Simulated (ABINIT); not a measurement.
# Beyond one shot: BeTe (F-43m), part 2 of 3

Wanted: G0W0 and self-consistent gaps of BeTe (F-43m), with the cost of the cycles.

ABINIT 10.8.3; PBE and many-body steps on it, plane waves. Known limits of the many-body steps: not at the basis limit; exchange with frozen shells missing; no spin-orbit coupling; coarse k mesh.

So far. Step 5 (evGW0, cycle 1): Against G0W0 in ABINIT (4×4×4 mesh, 128 bands, screening to 163.3 eV, Godby-Needs plasmon pole), the gap moves by +0.329 eV. This first cycle still uses the starting levels; it takes the full correction, at all points of the mesh, and its linearised value is 3.362 eV. Step 6 (evGW0, cycle 2): Against the cycle before, the gap moves by −0.167 eV.

### 7. evGW0, cycle 3

Level of this step: evGW0 on PBE, plane waves, norm-conserving pseudopotentials (ABINIT).

The input, run.abi:

```
acell 3*1.0 Angstrom
rprim 
  -0.000000000000 2.831458787600 2.831458787600
  2.831458787600 0.000000000000 2.831458787600
  2.831458787600 2.831458787600 0.000000000000
ntypat 2
znucl 4 52
natom 2
typat 1 2
xred 
  0.000000000000 0.000000000000 0.000000000000
  0.750000000000 0.750000000000 0.750000000000
pp_dirpath "pseudos"
pseudos "Be.upf, Te.upf"
ecut 38
ngkpt 4 4 4
nshiftk 1
shiftk 0 0 0
kptopt 1
chksymbreak 0
istwfk *1
occopt 1
irdwfk 1
optdriver 4
nband 128
gwcalctyp 10
ecutsigx 38
symsigma 1
nkptgw 8
kptgw 
  0.0000000000 0.0000000000 0.0000000000
  0.2500000000 0.0000000000 0.0000000000
  0.5000000000 0.0000000000 0.0000000000
  0.2500000000 0.2500000000 0.0000000000
  0.5000000000 0.2500000000 0.0000000000
  -0.2500000000 0.2500000000 0.0000000000
  0.5000000000 0.5000000000 0.0000000000
  -0.2500000000 0.5000000000 0.2500000000
bdgw 
  1 14
  1 14
  1 14
  1 14
  1 14
  1 14
  1 14
  1 14
ecuteps 6
irdscr 1
ppmodel 1
irdqps 1
indata_prefix "in"
outdata_prefix "out"
tmpdata_prefix "tmp"
```

The run is started by

```bash
OMP_NUM_THREADS=1 mpirun -n 8 abinit run.abi > log
```

The program printed:

```text
.Version 10.8.3 of ABINIT. v10.8.2 released Aug 2026.

 Symmetries : space group F-4 3 m (#216); Bravais cF (face-center cubic)
[... echo of the input left out ...]
== DATASET  1 ==================================================================
-   mpi_nproc: 8, omp_nthreads: 1 (-1 if OMP is not activated)

--- !DatasetInfo
iteration_state: {dtset: 1, }
dimensions: {natom: 2, nkpt: 8, mband: 128, nsppol: 1, nspinor: 1, nspden: 1, mpw: 3479, }
cutoff_energies: {ecut:  38.0, pawecutdg:  -1.0, }
[...]
.  kptgw no:  3; Maximum DeltaE = (  -0.010   0.117) for band index:  4
[...]
.  kptgw no:  7; Maximum DeltaE = (  -0.330   0.293) for band index:  6
.  kptgw no:  8; Maximum DeltaE = (   0.123   0.296) for band index:  3

== END DATASET(S) ==============================================================
================================================================================

 -outvars: echo values of variables after computation  --------
           etotal      0.0000000000E+00
            nband         128
             nkpt           8
          spgroup         216
 [... the other variables as echoed above ...]

 Calculation completed.
```

The job ended after 57 s (8 MPI ranks of Arm Neoverse V2, shared host; peak memory 2.5 GiB).

This step gave:

```
quasiparticle gap on the mesh                         : 3.541 eV
gap of the density functional on the mesh             : 2.028 eV
k of the valence top                                  : 0, 0, 0
k of the conduction bottom                            : 0.5, 0.5, 0
least direct quasiparticle gap on the computed points : 5.336 eV
```

Against the cycle before, the gap moves by +0.017 eV.

### 8. evGW0, cycle 4

run.abi is that of step 7.

The program printed:

```text
.Version 10.8.3 of ABINIT. v10.8.2 released Aug 2026.

 Symmetries : space group F-4 3 m (#216); Bravais cF (face-center cubic)
[... echo of the input left out ...]
== DATASET  1 ==================================================================
-   mpi_nproc: 8, omp_nthreads: 1 (-1 if OMP is not activated)

--- !DatasetInfo
iteration_state: {dtset: 1, }
dimensions: {natom: 2, nkpt: 8, mband: 128, nsppol: 1, nspinor: 1, nspden: 1, mpw: 3479, }
cutoff_energies: {ecut:  38.0, pawecutdg:  -1.0, }
[...]
.  kptgw no:  3; Maximum DeltaE = (   0.055   0.117) for band index:  6
[...]
.  kptgw no:  7; Maximum DeltaE = (  -0.101   0.339) for band index:  5
.  kptgw no:  8; Maximum DeltaE = (   0.049   0.249) for band index:  4

== END DATASET(S) ==============================================================
================================================================================

 -outvars: echo values of variables after computation  --------
           etotal      0.0000000000E+00
            nband         128
             nkpt           8
          spgroup         216
 [... the other variables as echoed above ...]

 Calculation completed.
```

It took 57 s on 8 MPI ranks; peak memory 2.5 GiB.

Numbers from this step:

| Item | Value |
| --- | --- |
| quasiparticle gap on the mesh | 3.538 eV |
| gap of the density functional on the mesh | 2.028 eV |
| k of the valence top | 0, 0, 0 |
| k of the conduction bottom | 0.5, 0.5, 0 |
| least direct quasiparticle gap on the computed points | 5.333 eV |

Against the cycle before, the gap moves by −0.003 eV.

### 9. Screening, 4×4×4 mesh, 128 bands, screening to 163.3 eV

This step: RPA screening on PBE, plane waves, norm-conserving pseudopotentials.

The input, run.abi:

```
acell 3*1.0 Angstrom
rprim 
  -0.000000000000 2.831458787600 2.831458787600
  2.831458787600 0.000000000000 2.831458787600
  2.831458787600 2.831458787600 0.000000000000
ntypat 2
znucl 4 52
natom 2
typat 1 2
xred 
  0.000000000000 0.000000000000 0.000000000000
  0.750000000000 0.750000000000 0.750000000000
pp_dirpath "pseudos"
pseudos "Be.upf, Te.upf"
ecut 38
ngkpt 4 4 4
nshiftk 1
shiftk 0 0 0
kptopt 1
chksymbreak 0
istwfk *1
occopt 1
irdwfk 1
optdriver 3
nband 128
ecuteps 6
inclvkb 2
awtr 1
symchi 1
gwcalctyp 10
mbpt_sciss 1.612 eV
nqptdm 1
qptdm 
  0 0 0
indata_prefix "in"
outdata_prefix "out"
tmpdata_prefix "tmp"
```

The program printed:

```text
.Version 10.8.3 of ABINIT. v10.8.2 released Aug 2026.

 Symmetries : space group F-4 3 m (#216); Bravais cF (face-center cubic)
[... echo of the input left out ...]
== DATASET  1 ==================================================================
-   mpi_nproc: 8, omp_nthreads: 1 (-1 if OMP is not activated)

--- !DatasetInfo
iteration_state: {dtset: 1, }
dimensions: {natom: 2, nkpt: 8, mband: 128, nsppol: 1, nspinor: 1, nspden: 1, mpw: 3479, }
cutoff_energies: {ecut:  38.0, pawecutdg:  -1.0, }
electrons: {nelect:   2.00000000E+01, charge:   0.00000000E+00, occopt:   1.00000000E+00, tsmear:   1.00000000E-02, }

 SCREENING: Calculation of the susceptibility and dielectric matrices

 Based on a program developped by R.W. Godby, V. Olevano, G. Onida, and L. Reining.
 Incorporated in ABINIT by V. Olevano, G.-M. Rignanese, and M. Torrent.
.Using double precision arithmetic ; gwpc =  8

[... cell and pseudopotentials left out ...]
--------------------------------------------------------------------------------

 ==== K-mesh for the wavefunctions ====
 Number of points in the irreducible wedge :     8
[... list of points left out ...]
 Together with 24 symmetry operations and time-reversal symmetry
 yields    64 points in the full Brillouin Zone.

 ==== Q-mesh for the screening function ====
 Number of points in the irreducible wedge :     8
[... list of points left out ...]
 Together with 24 symmetry operations and time-reversal symmetry
 yields    64 points in the full Brillouin Zone.

 setmesh: FFT mesh size selected  =    30x   30x   30
          total number of points  =        27000

 vcoul_init : cutoff-mode = AUXILIARY_FUNCTION
 q-points for optical limit:   1
     1)      0.000010    0.000020    0.000030

 Dielectric matrix will be calculated only for some
 selected q points provided by the user through the input variables
 nqptdm and qptdm

- screening: taking advantage of time-reversal symmetry
- Maximum band index for partially occupied states nbvw = 10
- Remaining bands to be divided among processors   nbcw = 118
- Number of bands treated by each node ~14

 rdqps: reading QP wavefunctions of the previous step
        looking for file in_QPS
 file not found, 1st iteration initialized with KS eigenelements

 screening : performing a first self-consistency
 update of the energies in W by a scissor operator
 applying a scissor operator of [eV] :   1.612

 Number of electrons calculated from density =   20.0000; Expected =   20.0000
 average of density, n =  0.065279
 r_s =    1.5407
 omega_plasma =   24.6457 [eV]

 calculating chi0 at frequencies [eV] :
  1    0.000000E+00    0.000000E+00
  2    0.000000E+00    2.464574E+01

--------------------------------------------------------------------------------
  q-point number  1        q = ( 0.000000, 0.000000, 0.000000) [r.l.u.]
--------------------------------------------------------------------------------
[... chi0 elements left out ...]
 For q-point:  0.000010 0.000020 0.000030
  dielectric constant =   7.1174
  dielectric constant without local fields =   7.9624

  Average fulfillment of the sum rule on Im[epsilon] for q-point    1 :     94.99  [%]
[... wings left out ...]
== END DATASET(S) ==============================================================
================================================================================

 -outvars: echo values of variables after computation  --------
           etotal      0.0000000000E+00
            nband         128
             nkpt           8
          spgroup         216
 [... the other variables as echoed above ...]

 Calculation completed.
```

Wall time 3.2 s (8 MPI ranks); peak memory 1.4 GiB.

Numbers from this step:

```yaml
eps_infinity_with_local_fields_on_this_mesh_along_the_program_s_q_direction: 7.117
the_same_without_local_fields: 7.962
plasma_frequency: 24.65 eV
plane_waves_in_the_screening_matrix: 181
```

This screening uses the functional's bands under a rigid shift, the mean opening of the cycle before.

### 10. Screening, 4×4×4 mesh, 128 bands, screening to 163.3 eV

This step: RPA screening on PBE from quasiparticle energies, plane waves, norm-conserving pseudopotentials.

Edit run.abi of step 9 so:

```diff
@@ -29,7 +29,13 @@
 symchi 1
+irdqps 1
 gwcalctyp 10
-mbpt_sciss 1.612 eV
-nqptdm 1
+nqptdm 7
 qptdm 
-  0 0 0
+  0.2500000000 0.0000000000 0.0000000000
+  0.5000000000 0.0000000000 0.0000000000
+  0.2500000000 0.2500000000 0.0000000000
+  0.5000000000 0.2500000000 0.0000000000
+  -0.2500000000 0.2500000000 0.0000000000
+  0.5000000000 0.5000000000 0.0000000000
+  -0.2500000000 0.5000000000 0.2500000000
 indata_prefix "in"
```

The input, mrgscr.stdin:

```
2
merged
q0_SCR
out_SCR
1
```

The run is started by

```bash
OMP_NUM_THREADS=1 mpirun -n 8 abinit run.abi > log; mrgscr < mrgscr.stdin
```

The program printed:

```text
.Version 10.8.3 of ABINIT. v10.8.2 released Aug 2026.

 Symmetries : space group F-4 3 m (#216); Bravais cF (face-center cubic)
[... echo of the input left out ...]
== DATASET  1 ==================================================================
-   mpi_nproc: 8, omp_nthreads: 1 (-1 if OMP is not activated)

--- !DatasetInfo
iteration_state: {dtset: 1, }
dimensions: {natom: 2, nkpt: 8, mband: 128, nsppol: 1, nspinor: 1, nspden: 1, mpw: 3479, }
cutoff_energies: {ecut:  38.0, pawecutdg:  -1.0, }
[...]
q-point number  1        q = ( 0.250000, 0.000000, 0.000000) [r.l.u.]
--------------------------------------------------------------------------------
[... chi0 elements left out ...]
  Average fulfillment of the sum rule on Im[epsilon] for q-point    2 :    117.33  [%]

--------------------------------------------------------------------------------
  q-point number  2        q = ( 0.500000, 0.000000, 0.000000) [r.l.u.]
--------------------------------------------------------------------------------
[... chi0 elements left out ...]
  Average fulfillment of the sum rule on Im[epsilon] for q-point    3 :    106.01  [%]

 [... 5 further q-points ...]
```

Run time: 11 s. Hardware: 8 MPI ranks; peak memory 1.3 GiB; 88 s of CPU time.

Numbers from this step:

```
plasma frequency                    : 24.65 eV
plane waves in the screening matrix : 181
```

This screening reads the quasiparticle levels of the cycle before.

### 11. evGW, cycle 1

This step: evGW on PBE, plane waves, norm-conserving pseudopotentials.

Edit run.abi of step 10 so:

```diff
@@ -23,12 +23,10 @@
 irdwfk 1
-optdriver 3
+optdriver 4
 nband 128
-ecuteps 6
-inclvkb 2
-awtr 1
-symchi 1
-irdqps 1
 gwcalctyp 10
-nqptdm 7
-qptdm 
+ecutsigx 38
+symsigma 1
+nkptgw 8
+kptgw 
+  0.0000000000 0.0000000000 0.0000000000
   0.2500000000 0.0000000000 0.0000000000
@@ -40,2 +38,15 @@
   -0.2500000000 0.5000000000 0.2500000000
+bdgw 
+  1 14
+  1 14
+  1 14
+  1 14
+  1 14
+  1 14
+  1 14
+  1 14
+ecuteps 6
+irdscr 1
+ppmodel 1
+irdqps 1
 indata_prefix "in"
```

The run is started by

```bash
OMP_NUM_THREADS=1 mpirun -n 8 abinit run.abi > log
```

The program printed:

```text
.Version 10.8.3 of ABINIT. v10.8.2 released Aug 2026.

 Symmetries : space group F-4 3 m (#216); Bravais cF (face-center cubic)
[... echo of the input left out ...]
== DATASET  1 ==================================================================
-   mpi_nproc: 8, omp_nthreads: 1 (-1 if OMP is not activated)

--- !DatasetInfo
iteration_state: {dtset: 1, }
dimensions: {natom: 2, nkpt: 8, mband: 128, nsppol: 1, nspinor: 1, nspden: 1, mpw: 3479, }
cutoff_energies: {ecut:  38.0, pawecutdg:  -1.0, }
[...]
.  kptgw no:  3; Maximum DeltaE = (  -0.405   0.095) for band index:  4
[...]
.  kptgw no:  7; Maximum DeltaE = (  -0.307  -0.015) for band index:  7
.  kptgw no:  8; Maximum DeltaE = (  -0.417   0.069) for band index:  3

== END DATASET(S) ==============================================================
================================================================================

 -outvars: echo values of variables after computation  --------
           etotal      0.0000000000E+00
            nband         128
             nkpt           8
          spgroup         216
 [... the other variables as echoed above ...]

 Calculation completed.
```

It took 59 s on 8 MPI ranks; peak memory 2.5 GiB.

Numbers from this step:

* quasiparticle gap on the mesh: 3.762 eV
* gap of the density functional on the mesh: 2.028 eV
* k of the valence top: 0, 0, 0
* k of the conduction bottom: 0.5, 0.5, 0
* least direct quasiparticle gap on the computed points: 5.573 eV

Against G0W0 in ABINIT (4×4×4 mesh, 128 bands, screening to 163.3 eV, Godby-Needs plasmon pole), the gap moves by +0.400 eV.

### 12. Screening, 4×4×4 mesh, 128 bands, screening to 163.3 eV

This step: RPA screening on PBE, plane waves, norm-conserving pseudopotentials.

The input, run.abi:

```
acell 3*1.0 Angstrom
rprim 
  -0.000000000000 2.831458787600 2.831458787600
  2.831458787600 0.000000000000 2.831458787600
  2.831458787600 2.831458787600 0.000000000000
ntypat 2
znucl 4 52
natom 2
typat 1 2
xred 
  0.000000000000 0.000000000000 0.000000000000
  0.750000000000 0.750000000000 0.750000000000
pp_dirpath "pseudos"
pseudos "Be.upf, Te.upf"
ecut 38
ngkpt 4 4 4
nshiftk 1
shiftk 0 0 0
kptopt 1
chksymbreak 0
istwfk *1
occopt 1
irdwfk 1
optdriver 3
nband 128
ecuteps 6
inclvkb 2
awtr 1
symchi 1
gwcalctyp 10
mbpt_sciss 1.871 eV
nqptdm 1
qptdm 
  0 0 0
indata_prefix "in"
outdata_prefix "out"
tmpdata_prefix "tmp"
```

The program printed:

```text
.Version 10.8.3 of ABINIT. v10.8.2 released Aug 2026.

 Symmetries : space group F-4 3 m (#216); Bravais cF (face-center cubic)
[... echo of the input left out ...]
== DATASET  1 ==================================================================
-   mpi_nproc: 8, omp_nthreads: 1 (-1 if OMP is not activated)

--- !DatasetInfo
iteration_state: {dtset: 1, }
dimensions: {natom: 2, nkpt: 8, mband: 128, nsppol: 1, nspinor: 1, nspden: 1, mpw: 3479, }
cutoff_energies: {ecut:  38.0, pawecutdg:  -1.0, }
[...]
[... chi0 elements left out ...]
 For q-point:  0.000010 0.000020 0.000030
  dielectric constant =   6.9002
  dielectric constant without local fields =   7.6990

  Average fulfillment of the sum rule on Im[epsilon] for q-point    1 :     95.47  [%]
[... wings left out ...]
== END DATASET(S) ==============================================================
================================================================================

 -outvars: echo values of variables after computation  --------
           etotal      0.0000000000E+00
            nband         128
             nkpt           8
          spgroup         216
 [... the other variables as echoed above ...]

 Calculation completed.
```

Wall time 3.2 s (8 MPI ranks); peak memory 1.4 GiB; 25 s of CPU time.

Numbers from this step:

```
ε∞ with local fields, on this mesh, along the program's q direction : 6.900
the same without local fields                                       : 7.699
plasma frequency                                                    : 24.65 eV
plane waves in the screening matrix                                 : 181
```

This screening uses the functional's bands under a rigid shift, the mean opening of the cycle before.

### 13. Screening, 4×4×4 mesh, 128 bands, screening to 163.3 eV

This step: RPA screening on PBE from quasiparticle energies, plane waves, norm-conserving pseudopotentials.

Edit run.abi of step 12 so:

```diff
@@ -29,7 +29,13 @@
 symchi 1
+irdqps 1
 gwcalctyp 10
-mbpt_sciss 1.871 eV
-nqptdm 1
+nqptdm 7
 qptdm 
-  0 0 0
+  0.2500000000 0.0000000000 0.0000000000
+  0.5000000000 0.0000000000 0.0000000000
+  0.2500000000 0.2500000000 0.0000000000
+  0.5000000000 0.2500000000 0.0000000000
+  -0.2500000000 0.2500000000 0.0000000000
+  0.5000000000 0.5000000000 0.0000000000
+  -0.2500000000 0.5000000000 0.2500000000
 indata_prefix "in"
```

mrgscr.stdin is that of step 10.

The run is started by

```bash
OMP_NUM_THREADS=1 mpirun -n 8 abinit run.abi > log; mrgscr < mrgscr.stdin
```

The program printed:

```text
.Version 10.8.3 of ABINIT. v10.8.2 released Aug 2026.

 Symmetries : space group F-4 3 m (#216); Bravais cF (face-center cubic)
[... echo of the input left out ...]
== DATASET  1 ==================================================================
-   mpi_nproc: 8, omp_nthreads: 1 (-1 if OMP is not activated)

--- !DatasetInfo
iteration_state: {dtset: 1, }
dimensions: {natom: 2, nkpt: 8, mband: 128, nsppol: 1, nspinor: 1, nspden: 1, mpw: 3479, }
cutoff_energies: {ecut:  38.0, pawecutdg:  -1.0, }
[...]
q-point number  1        q = ( 0.250000, 0.000000, 0.000000) [r.l.u.]
--------------------------------------------------------------------------------
[... chi0 elements left out ...]
  Average fulfillment of the sum rule on Im[epsilon] for q-point    2 :    118.51  [%]

--------------------------------------------------------------------------------
  q-point number  2        q = ( 0.500000, 0.000000, 0.000000) [r.l.u.]
--------------------------------------------------------------------------------
[... chi0 elements left out ...]
  Average fulfillment of the sum rule on Im[epsilon] for q-point    3 :    106.73  [%]

 [... 5 further q-points ...]
```

Wall time 11 s (8 MPI ranks); peak memory 1.3 GiB.

This step gave:

```yaml
plasma_frequency: 24.65 eV
plane_waves_in_the_screening_matrix: 181
```

This screening reads the quasiparticle levels of the cycle before.

### 14. evGW, cycle 2

This step: evGW on PBE, plane waves, norm-conserving pseudopotentials.

Edit run.abi of step 13 so:

```diff
@@ -23,12 +23,10 @@
 irdwfk 1
-optdriver 3
+optdriver 4
 nband 128
-ecuteps 6
-inclvkb 2
-awtr 1
-symchi 1
-irdqps 1
 gwcalctyp 10
-nqptdm 7
-qptdm 
+ecutsigx 38
+symsigma 1
+nkptgw 8
+kptgw 
+  0.0000000000 0.0000000000 0.0000000000
   0.2500000000 0.0000000000 0.0000000000
@@ -40,2 +38,15 @@
   -0.2500000000 0.5000000000 0.2500000000
+bdgw 
+  1 14
+  1 14
+  1 14
+  1 14
+  1 14
+  1 14
+  1 14
+  1 14
+ecuteps 6
+irdscr 1
+ppmodel 1
+irdqps 1
 indata_prefix "in"
```

The run is started by

```bash
OMP_NUM_THREADS=1 mpirun -n 8 abinit run.abi > log
```

The program printed:

```text
.Version 10.8.3 of ABINIT. v10.8.2 released Aug 2026.

 Symmetries : space group F-4 3 m (#216); Bravais cF (face-center cubic)
[... echo of the input left out ...]
== DATASET  1 ==================================================================
-   mpi_nproc: 8, omp_nthreads: 1 (-1 if OMP is not activated)

--- !DatasetInfo
iteration_state: {dtset: 1, }
dimensions: {natom: 2, nkpt: 8, mband: 128, nsppol: 1, nspinor: 1, nspden: 1, mpw: 3479, }
cutoff_energies: {ecut:  38.0, pawecutdg:  -1.0, }
[...]
.  kptgw no:  3; Maximum DeltaE = (  -0.144   0.014) for band index:  3
[...]
.  kptgw no:  7; Maximum DeltaE = (  -0.283   0.114) for band index:  5
.  kptgw no:  8; Maximum DeltaE = (  -0.058   0.243) for band index:  4

== END DATASET(S) ==============================================================
================================================================================

 -outvars: echo values of variables after computation  --------
           etotal      0.0000000000E+00
            nband         128
             nkpt           8
          spgroup         216
 [... the other variables as echoed above ...]

 Calculation completed.
```

Elapsed: 57 s, on 8 MPI ranks; peak memory 2.5 GiB.

This step gave:

- quasiparticle gap on the mesh: 3.786 eV
- gap of the density functional on the mesh: 2.028 eV
- k of the valence top: 0, 0, 0
- k of the conduction bottom: 0.5, 0.5, 0
- least direct quasiparticle gap on the computed points: 5.594 eV

Against the cycle before, the gap moves by +0.024 eV.

(Part 2 of 3 ends here.)

[Paths, hosts, dates, memory and timing lines, banners, echoed tables and standing remarks are left out of the program output.]

[Logs are printed without paths, hosts, clocks, repeated set-up lines and the standing remarks that a program may print on its own settings, such as how far it seeks lower states.]

[Runs of the session that timed out or met a known fault of the program may be left out.]

[Hosts, paths, dates, database ids (printed as entryN), source tags and the programs' standing remarks are cut or masked in the printed files.]

[G0W0 gaps are taken among the corrected bands and points alone; a level outside them can change the order at an edge.]

[Where Ansatz stands beside ABINIT at settings called matched, ABINIT's density can come from a denser mesh and the files from another edition; pairs whose starting gaps differed by over 0.03 eV were left out, so agreement reads better than it is.]
